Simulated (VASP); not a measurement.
# N (P2_13) in VASP: single point with PBEsol

Aim: the single point of N with PBEsol.

All numbers are computed with VASP 6.6.1; they aren't measurements. Logs are shortened: lines on timing, memory, paths and dates and some standing lists are left out, and cuts for length are marked.

### Step 1. Starting point

It takes space group P2_13 (No. 198, cubic). The conventional cell has a = 5.649 Å, b = 5.649 Å, c = 5.649 Å, α = 90.00°, β = 90.00°, γ = 90.00°. N (site symmetry 3) is surrounded by 12 N at 3.78 to 4.25 Å.

### Step 2. Single point, PBEsol

File INCAR:

```
SYSTEM = N
ALGO = Fast
EDIFF = 1E-7
ENCUT = 520
GGA = PS
ISIF = 2
ISMEAR = 0
LASPH = .TRUE.
LCHARG = .FALSE.
LREAL = .FALSE.
LWAVE = .FALSE.
NBANDS = 18
NELM = 100
PREC = Accurate
SIGMA = 0.1
```

File KPOINTS:

```
k-points
0
G
  4 4 4
  0 0 0
```

File POSCAR:

```
N
1.0
    5.6490000000      0.0000000000      0.0000000000
    0.0000000000      5.6490000000      0.0000000000
    0.0000000000      0.0000000000      5.6490000000
N
4
Direct
    0.0300000000      0.0300000000      0.0300000000
    0.4700000000      0.9700000000      0.5300000000
    0.5300000000      0.4700000000      0.9700000000
    0.9700000000      0.5300000000      0.4700000000
```

Potentials or basis: VASP PAW PBE potentials, release 64 (N).

On the command line:

```bash
$ cat potpaw_PBE.64/N/POTCAR > POTCAR
$ mpirun -np 1 vasp_std > vasp.out
```

OUTCAR:

```text
SYSTEM = N
   EDIFF = 1E-7
   ENCUT = 520
   GGA = PS
   ISIF = 2
   ISMEAR = 0
   LASPH = .TRUE.
   LREAL = .FALSE.
   NELM = 100
   PREC = Accurate

 ion  position               nearest neighbor table
   1  0.030  0.030  0.030-
   2  0.470  0.970  0.530-
   3  0.530  0.470  0.970-
   4  0.970  0.530  0.470-

  LATTYP: Found a simple cubic cell.
 ALAT       =     5.6490000000

  Lattice vectors:

 A1 = (   5.6490000000,   0.0000000000,   0.0000000000)
 A2 = (   0.0000000000,   5.6490000000,   0.0000000000)
 A3 = (   0.0000000000,   0.0000000000,   5.6490000000)

Analysis of symmetry for initial positions (statically):
=====================================================================
 Subroutine PRICEL returns:
 Original cell was already a primitive cell.

 Routine SETGRP: Setting up the symmetry group for a
 simple cubic supercell.

 Subroutine GETGRP returns: Found 12 space group operations
 (whereof  3 operations were pure point group operations)
 out of a pool of 48 trial point group operations.

The static configuration has the point symmetry C_3 .
 The point group associated with its full space group is T   .

Analysis of symmetry for dynamics (positions and initial velocities):
=====================================================================
 Subroutine PRICEL returns:
 Original cell was already a primitive cell.

 Routine SETGRP: Setting up the symmetry group for a
 simple cubic supercell.

 Subroutine GETGRP returns: Found 12 space group operations
 (whereof  3 operations were pure point group operations)
 out of a pool of 48 trial point group operations.

The dynamic configuration has the point symmetry C_3 .
 The point group associated with its full space group is T   .

 Subroutine INISYM returns: Found 12 space group operations
 (whereof  3 operations are pure point group operations),
 and found     1 'primitive' translations

----------------------------------------------------------------------------------------

                                     Primitive cell

  volume of cell :     180.2664

  direct lattice vectors                    reciprocal lattice vectors
     5.649000000  0.000000000  0.000000000     0.177022482  0.000000000  0.000000000
     0.000000000  5.649000000  0.000000000     0.000000000  0.177022482  0.000000000
     0.000000000  0.000000000  5.649000000     0.000000000  0.000000000  0.177022482

  length of vectors
     5.649000000  5.649000000  5.649000000     0.177022482  0.177022482  0.177022482

  position of ions in fractional coordinates (direct lattice)
     0.030000000  0.030000000  0.030000000
     0.470000000  0.970000000  0.530000000
     0.530000000  0.470000000  0.970000000
     0.970000000  0.530000000  0.470000000

  ion indices of the primitive-cell ions
   primitive index   ion index
                 1           1
                 2           2
                 3           3
                 4           4

----------------------------------------------------------------------------------------

 KPOINTS: k-points

Automatic generation of k-mesh.
 Grid dimensions read from file:
 generate k-points for:    4    4    4

 Generating k-lattice:

  Cartesian coordinates                     Fractional coordinates (reciprocal lattice)
     0.044255620  0.000000000  0.000000000     0.250000000  0.000000000  0.000000000
     0.000000000  0.044255620  0.000000000     0.000000000  0.250000000  0.000000000
     0.000000000  0.000000000  0.044255620     0.000000000  0.000000000  0.250000000

  Length of vectors
     0.044255620  0.044255620  0.044255620

  Shift w.r.t. Gamma in fractional coordinates (k-lattice)
     0.000000000  0.000000000  0.000000000

 Subroutine IBZKPT returns following result:
 ===========================================

 Found     11 irreducible k-points:

 Following reciprocal coordinates:
            Coordinates               Weight
  0.000000  0.000000  0.000000      1.000000
  0.250000  0.000000  0.000000      6.000000
  0.500000  0.000000  0.000000      3.000000
  0.250000  0.250000  0.000000     12.000000
  0.500000  0.250000  0.000000      6.000000
 -0.250000  0.500000  0.000000      6.000000
  0.500000  0.500000  0.000000      3.000000
  0.250000  0.250000  0.250000      8.000000
  0.500000  0.250000  0.250000     12.000000
  0.500000  0.500000  0.250000      6.000000
  0.500000  0.500000  0.500000      1.000000
   k-points           NKPTS =     11   k-points in BZ     NKDIM =     11   number of bands    NBANDS=     18
   number of dos      NEDOS =    301   number of ions     NIONS =      4
   total plane-waves  NPLWV =  74088
   dimension x,y,z NGX =    42 NGY =   42 NGZ =   42
   dimension x,y,z NGXF=    84 NGYF=   84 NGZF=   84
   ions per type =               4
   NGX,Y,Z   is equivalent  to a cutoff of  12.36, 12.36, 12.36 a.u.
   NGXF,Y,Z  is equivalent  to a cutoff of  24.72, 24.72, 24.72 a.u.
 SYSTEM =  N
   PREC   = accura    normal or accurate (medium, high low for compatibility)
   ISTART =      0    job   : 0-new  1-cont  2-samecut
   ICHARG =      2    charge: 1-file 2-atom 10-const
   ISPIN  =      1    spin polarized calculation?
   LNONCOLLINEAR =      F non collinear calculations
   LSORBIT =      F    spin-orbit coupling
   LASPH  =      T    aspherical Exc in radial PAW
   ENCUT  =  520.0 eV  38.22 Ry    6.18 a.u.  10.50 10.50 10.50*2*pi/ulx,y,z
   NELM   =    100;   NELMIN=  2; NELMDL= -5     # of ELM steps
   EDIFF  = 0.1E-06   stopping-criterion for ELM
   LREAL  =      F    real-space projection
   EDIFFG = 0.1E-05   stopping-criterion for IOM
   NSW    =      0    number of steps for IOM
   IBRION =     -1    ionic relax: 0-MD 1-quasi-New 2-CG
   NFREE  =      0    steps in history (QN), initial steepest desc. (CG)
   ISIF   =      2    stress and relaxation
   ISYM   =      2    0-nonsym 1-usesym 2-fastsym
   POTIM  = 0.5000    time-step for ionic-motion
   TEBEG  =    0.0;   TEEND  =   0.0 temperature during run
   PSTRESS=    0.0 pullay stress
   NELECT =      20.0000    total number of electrons
   NUPDOWN=      -1.0000    fix difference up-down
   EMIN   =  10.00;   EMAX   =-10.00  energy-range for DOS
   EFERMI =   0.00;   METHOD = LEGACY
   ISMEAR =     0;   SIGMA  =   0.10  broadening in eV -4-tet -1-fermi 0-gaus
   EFERMI_NEDOS =   21; number of points for ismear=-14 and -15
   IALGO  =     68    algorithm
   IMIX   =      4    mixing-type and parameters
     AMIX     =   0.40;   BMIX     =  1.00
     AMIX_MAG =   1.60;   BMIX_MAG =  1.00
  volume/ion in A,a.u.               =      45.07       304.12
  Fermi-wavevector in a.u.,A,eV,Ry     =   0.786647  1.486547  8.419470  0.618814
  Thomas-Fermi vector in A             =   1.891228
   LORBIT       =      0    0 simple, 1 ext, 2 COOP (PROOUT), +10 PAW based schemes
   GGA     = PS    functional components
   LHFCALC =     F    Hartree Fock is set to
   AEXX    =    0.0000 exact exchange contribution
   IVDW    =     0    specifies the selected vdW correction
   LEPSILON=     F    determine dielectric tensor
   LRPA    =     F    only Hartree local field effects (RPA)
 non-spin polarized calculation
 RMM-DIIS sequential band-by-band and
 Gauss-broadening in eV      SIGMA  =   0.10
  energy-cutoff  :      520.00
  volume of cell :      180.27
 maximum number of plane-waves:      4945
   NGX = 21   NGY = 21   NGZ = 21

 number of electron      20.0000000 magnetization

 Free energy of the ion-electron system (eV)
  ---------------------------------------------------
  ext. energy  EPLUGINS =         0.00000000
  ---------------------------------------------------
  free energy    TOTEN  =        -2.61150929 eV

  energy without entropy =       -2.46645787  energy(sigma->0) =       -2.53898358

 E-fermi :  -5.4550     XC(G=0):  -5.0937

 val. band max:       -5.4685855392   @ k =   0.0000   0.0000   0.0000
 cond. band min:      -5.4419084048   @ k =   0.5000   0.5000   0.0000
 fundamental gap:      0.0266771344
 Fermi energy:        -5.4549939695

 k-point     1 :       0.0000    0.0000    0.0000
  band No.  band energies     occupation
      1     -17.1067      2.00000
      2     -16.9071      2.00000
      3     -16.9071      2.00000
      4     -16.9071      2.00000
      5      -5.9130      2.00000
      6      -5.9130      2.00000
[... 10 lines left out ...]
     17       0.9566      0.00000
     18       4.6388      0.00000

 k-point     2 :       0.2500    0.0000    0.0000
  band No.  band energies     occupation
      1     -17.0795      2.00000
      2     -16.9451      2.00000
      3     -16.9046      2.00000
      4     -16.8978      2.00000
      5      -5.8676      2.00000
      6      -5.8657      2.00000
[... 10 lines left out ...]
     17       1.3529      0.00000
     18       3.6468      0.00000

 k-point     3 :       0.5000    0.0000    0.0000
  band No.  band energies     occupation
      1     -17.0135      2.00000
      2     -17.0135      2.00000
      3     -16.8999      2.00000
      4     -16.8999      2.00000
      5      -5.7522      1.99997
      6      -5.7522      1.99997
[... 10 lines left out ...]
     17       2.3652      0.00000
     18       2.3652      0.00000

 k-point     4 :       0.2500    0.2500    0.0000
  band No.  band energies     occupation
      1     -17.0562      2.00000
      2     -16.9518      2.00000
      3     -16.9174      2.00000
      4     -16.9008      2.00000
      5      -5.8503      2.00000
      6      -5.8084      2.00000
[... 102 lines left out ...]
      4     -16.9221      2.00000
      5      -5.9046      2.00000
      6      -5.9046      2.00000
[... 10 lines left out ...]
     17       2.9520      0.00000
     18       2.9520      0.00000

 k-point    10 :       0.5000    0.5000    0.2500
  band No.  band energies     occupation
      1     -16.9735      2.00000
      2     -16.9735      2.00000
      3     -16.9373      2.00000
      4     -16.9373      2.00000
      5      -5.9507      2.00000
      6      -5.9507      2.00000
[... 10 lines left out ...]
     17       3.6675      0.00000
     18       3.8020      0.00000

 k-point    11 :       0.5000    0.5000    0.5000
  band No.  band energies     occupation
      1     -16.9548      2.00000
      2     -16.9548      2.00000
      3     -16.9548      2.00000
      4     -16.9548      2.00000
      5      -6.0010      2.00000
      6      -6.0010      2.00000
[... 10 lines left out ...]
     17       4.2247      0.00000
     18       4.2255      0.00000

------------------------ aborting loop because EDIFF is reached ----------------------------------------

  FORCE on cell =-STRESS in cart. coord.  units (eV):
  Direction    XX          YY          ZZ          XY          YZ          ZX
  --------------------------------------------------------------------------------------
  -------------------------------------------------------------------------------------
  Total       -4.5604772     -4.5604772     -4.5604772      0.0000000      0.0000000      0.0000000
  in kB      -40.5327568    -40.5327568    -40.5327568      0.0000000      0.0000000      0.0000000
  external PRESSURE =     -40.5327568 kB  Pullay stress =       0.0000000 kB

 VOLUME and BASIS-vectors are now :
 -----------------------------------------------------------------------------
  energy-cutoff  :      520.00
  volume of cell :      180.27
      direct lattice vectors                 reciprocal lattice vectors
     5.649000000  0.000000000  0.000000000     0.177022482  0.000000000  0.000000000
     0.000000000  5.649000000  0.000000000     0.000000000  0.177022482  0.000000000
     0.000000000  0.000000000  5.649000000     0.000000000  0.000000000  0.177022482

 POSITION                                       TOTAL-FORCE (eV/Angst)
 -----------------------------------------------------------------------------------
      0.16947      0.16947      0.16947         0.215084      0.215084      0.215084
      2.65503      5.47953      2.99397        -0.215084     -0.215084      0.215084
      2.99397      2.65503      5.47953         0.215084     -0.215084     -0.215084
      5.47953      2.99397      2.65503        -0.215084      0.215084     -0.215084
 -----------------------------------------------------------------------------------
    total drift:                                0.000000      0.000000      0.000000

  FREE ENERGIE OF THE ION-ELECTRON SYSTEM (eV)
  ---------------------------------------------------
  free  energy   TOTEN  =        -2.6115092945 eV

  energy  without entropy=       -2.4664578730  energy(sigma->0) =       -2.53898358
```

Run time: 32 s. Hardware: 1 thread of Intel Xeon Platinum 8488C (Sapphire Rapids), shared host; peak memory 0.25 GiB.

Results:

* Free energy: -2.6115 eV
* Pressure: -4.1 GPa
* Largest force: 0.373 eV/Å
* Band gap on the k mesh: none (metal or under the smearing width)

Forces in eV/Å, atoms in the order of the input:
```
N    0.215  0.215  0.215
N   -0.215 -0.215  0.215
N    0.215 -0.215 -0.215
N   -0.215  0.215 -0.215
```

Levels at points of the mesh, in eV from the Fermi level:
```tsv
k point	band 6	band 7	band 8	band 9	band 10	band 11	band 12	band 13	band 14	band 15
(0.00, 0.00, 0.00)	-0.46	-0.46	-0.01	-0.01	-0.01	0.02	0.02	0.07	0.26	0.26
(0.50, 0.00, 0.00)	-0.30	-0.25	-0.25	-0.15	-0.15	0.03	0.03	0.15	0.15	0.16
(0.50, 0.50, 0.00)	-0.38	-0.31	-0.31	-0.13	-0.13	0.01	0.01	0.19	0.19	0.23
(0.50, 0.50, 0.50)	-0.55	-0.55	-0.55	0.17	0.17	0.17	0.17	0.19	0.19	0.19
```

Caveat: the PAW data sets were made with another functional, which shifts forces and pressure a little.
